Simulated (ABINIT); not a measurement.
Here is an ABINIT 10.8.3 (patched build) calculation.

Contents of run.abi:

```
# Datasets: ground state, then fixed potential
ndtset 2

# Pseudopotentials
pp_dirpath "./"
pseudos "Fe.LDA_PW-JTH.xml"

# Structure
acell 2.4993493153 2.4993493153 2.4993493153 Angstrom
rprim
    -0.5773502692     0.5773502692     0.5773502692
     0.5773502692    -0.5773502692     0.5773502692
     0.5773502692     0.5773502692    -0.5773502692
ntypat 1
znucl 26
natom 1
typat 1
xred
     0.0000000000     0.0000000000     0.0000000000

# Plane-wave basis
ecut 17.0
pawecutdg 34.0

# Exchange and correlation
ixc -1009

# Bands and occupations
occopt 3
tsmear 0.00183747

# Spin
nsppol 2
spinat
     0.0000000000     0.0000000000     3.0000000000

# SCF cycle
nstep 100

# Output
iomode 3
prtwf 0
prteig 0
prtebands 0
enunit 1
prtden1 1
prtvha1 1
prtvclmb1 1
prtpot1 1

# Dataset 1
kptopt1 1
ngkpt1 13 13 13
nshiftk1 1
shiftk1 0.0 0.0 0.0
nband1 13
tolvrs1 1.0e-9

# Dataset 2: bands along G-H-N-G-P-H
iscf2 -2
getden2 1
nband2 17
nbdbuf2 2
tolwfr2 1.0e-12
kptopt2 -5
ndivsm2 8
prteig2 1
kptbounds2
     0.0000000000     0.0000000000     0.0000000000
     0.5000000000    -0.5000000000     0.5000000000
     0.0000000000     0.0000000000     0.5000000000
     0.0000000000     0.0000000000     0.0000000000
     0.2500000000     0.2500000000     0.2500000000
     0.5000000000    -0.5000000000     0.5000000000
```

Potentials or basis: JTH PAW LDA v2.0.

Run with:

```console
$ abinit run.abi > log 2>&1
```

Problem. What does it give for the net moment?

Solution. 2.15 μB per cell.

Problem. Predict the band gap on the k mesh.

Solution. None (metal or under the smearing width).

Problem. Estimate the site moments.

Solution. Fe +2.17 μB.

Levels at the corners of the path, in eV from the Fermi level:
Spin up:
```
point  band 5  band 6  band 7  band 8  band 9  band 10  band 11  band 12  band 13  band 14
    Γ   -8.27   -2.15   -2.15   -2.15   -0.91    -0.91    24.03    24.03    24.03    28.99
    H   -4.46   -4.46    0.12    0.12    0.12     9.28     9.28     9.28    15.09    15.09
    N   -4.64   -3.17   -0.89   -0.74    0.34     0.37     6.83    17.59    19.01    22.48
    Γ   -8.27   -2.15   -2.15   -2.15   -0.91    -0.91    24.03    24.03    24.03    28.99
    P   -3.06   -3.06   -3.06   -0.71   -0.71     8.18     8.18     8.18     9.90    37.45
    H   -4.46   -4.46    0.12    0.12    0.12     9.28     9.28     9.28    15.09    15.09
```
Spin down:
| point | band 4 | band 5 | band 6 | band 7 | band 8 | band 9 | band 10 | band 11 |
| --- | --- | --- | --- | --- | --- | --- | --- | --- |
| Γ | -51.07 | -7.93 | -0.38 | -0.38 | -0.38 | 1.36 | 1.36 | 24.12 |
| H | -51.35 | -2.88 | -2.88 | 2.14 | 2.14 | 2.14 | 9.70 | 9.70 |
| N | -51.08 | -3.43 | -1.56 | 0.66 | 1.27 | 1.58 | 2.43 | 8.14 |
| Γ | -51.07 | -7.93 | -0.38 | -0.38 | -0.38 | 1.36 | 1.36 | 24.12 |
| P | -51.27 | -1.70 | -1.70 | -1.70 | 1.63 | 1.63 | 9.16 | 9.16 |
| H | -51.35 | -2.88 | -2.88 | 2.14 | 2.14 | 2.14 | 9.70 | 9.70 |
